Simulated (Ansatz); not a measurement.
CdO (Monteponite):

```xyz
2
Lattice="0.0000 2.3495 2.3495 2.3495 0.0000 2.3495 2.3495 2.3495 0.0000" Properties=species:S:1:pos:R:3 pbc="T T T"
Cd    0.0000    0.0000    0.0000
O     2.3495    2.3495    2.3495
```

Base run:

| Item | Value |
| --- | --- |
| Program | Ansatz 0.2.0 |
| Functional | revPBE |
| Potentials or basis | all-electron LAPW, scalar-relativistic |
| Cutoff | 306 eV (chosen from the basis error) |
| Basis error allowed | 0.001 eV/atom |
| k mesh | 10 × 10 × 10 |
| Occupations | fermi-dirac, width 0.05 eV |
| Spin | no spin polarisation |

Its results: pressure 9.4 GPa.

After a change of settings the same cell gave: pressure -6.1 GPa. Which change was it?
A. functional from revPBE to PBE; occupations from fermi-dirac, width 0.05 eV to gaussian, width 0.013 eV
B. functional from revPBE to PBEsol; occupations from fermi-dirac, width 0.05 eV to gaussian, width 0.05 eV
C. functional from revPBE to RPBE
D. functional from revPBE to LDA

D.

LDA binds more tightly than revPBE, so the same cell stands under less pressure.
